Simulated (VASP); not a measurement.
The system is BaTiO3.

```xyz
5
Lattice="4.0060 0.0000 0.0000 0.0000 4.0060 0.0000 0.0000 0.0000 4.0060" Properties=species:S:1:pos:R:3 pbc="T T T"
Ba    2.0030    2.0030    2.0030
Ti    0.0000    0.0000    0.0000
O     0.0000    0.0000    2.0030
O     0.0000    2.0030    0.0000
O     2.0030    0.0000    0.0000
```

Base run:

| Quantity | Value |
| --- | --- |
| Program | VASP 6.6.1 |
| Functional | r2SCAN-EpsX |
| Potentials or basis | VASP PAW PBE potentials, release 64 (Ba_sv, Ti_sv, O) |
| Cutoff | 520 eV |
| k mesh | 4 × 4 × 4 |
| Occupations | gaussian, width 0.02 eV |
| Spin | no spin polarisation |

Its results: band gap on the k mesh 3.32 eV, indirect (least direct gap 3.46 eV); pressure -2.0 GPa.

Question: The run is repeated on the same cell with these changes: functional from r2SCAN-EpsX to HSE03. What comes out?

Answer: Band gap on the k mesh 2.88 eV, indirect (least direct gap 3.01 eV); pressure -1.9 GPa.

Caveats: the PAW data sets were made with another functional, which shifts forces and pressure a little; spin-orbit coupling is left out, which moves the levels of the heavy elements.

Not every run made on this cell is shown here.
